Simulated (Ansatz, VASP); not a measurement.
**One calculation of SnO2 (Cassiterite), two programs**

Contents of INCAR:

```
PREC = Accurate ; ENCUT = 520
EDIFF = 1E-7 ; ISMEAR = 0
SIGMA = 0.015 ; LREAL = False
LASPH = True ; NELM = 100
ALGO = Normal ; ISIF = 2
LWAVE = False ; LCHARG = False
GGA = PE ; NBANDS = 35
```

The input KPOINTS:

```
Automatic mesh
0
Gamma
  6 6 8
```

The input POSCAR:

```
SnO2
1.0
    4.7380000000      0.0000000000      0.0000000000
    0.0000000000      4.7380000000      0.0000000000
    0.0000000000      0.0000000000      3.1865000000
Sn O
2 4
Direct
    0.5000000000      0.5000000000      0.5000000000
    0.0000000000      0.0000000000      0.0000000000
    0.8071000000      0.1929000000      0.5000000000
    0.6929000000      0.6929000000      0.0000000000
    0.1929000000      0.8071000000      0.5000000000
    0.3071000000      0.3071000000      0.0000000000
```

Contents of input.yaml:

```yaml
crystal:
  lattice:
    - [4.738, 0.0, 0.0]
    - [0.0, 4.738, 0.0]
    - [0.0, 0.0, 3.1865]
  atoms:
    - { symbol: Sn, position: [0.5, 0.5, 0.5] }
    - { symbol: Sn, position: [0.0, 0.0, 0.0] }
    - { symbol: O, position: [0.8071, 0.1929, 0.5] }
    - { symbol: O, position: [0.6929, 0.6929, 0.0] }
    - { symbol: O, position: [0.1929, 0.8071, 0.5] }
    - { symbol: O, position: [0.3071, 0.3071, 0.0] }
hamiltonian:
  xc: pbe
  pseudopotentials: { kind: paw }
kpoints:
  mp_grid: { grid: [6, 6, 8] }
scf:
  occupations: { method: gaussian, width: 0.015 }
output:
  forces: true
  stress: true
  eigenvalues: true
```

Alike in both runs: task single point; functional PBE; k mesh 6 × 6 × 8; occupations gaussian, width 0.015 eV; no spin polarisation.

```csv
,VASP,Ansatz
version,VASP 6.6.1,Ansatz 0.2.0
potentials or method,"VASP PAW PBE potentials, release 64 (Sn_d, O)",Ansatz PAW
plane-wave cutoff (eV),520,420
valence electrons in the cell,52,52
```

VASP gave:

```
gap on the k mesh at the Fermi level (eV)       : 1.27
least direct gap on the mesh (eV)               : 1.27
pressure (GPa)                                  : 11.8
largest component of the traceless stress (GPa) : 2.20
rms of the force components (eV/Å)              : 0.139
```

Q: What did Ansatz give for the same quantities?

A: gap on the k mesh at the Fermi level (eV): 1.28; least direct gap on the mesh (eV): 1.28; pressure (GPa): 11.1; largest component of the traceless stress (GPa): 1.97; rms of the force components (eV/Å): 0.130.

Atom by atom the forces differ by 0.009 eV/Å (rms over components).

Caveats: spin-orbit coupling is left out, which moves the levels of the heavy elements; the pressure holds a Pulay correction of +0.8 GPa for the finite cutoff (Ansatz). PBE gaps usually lie below the measured ones, often by a third to a half.
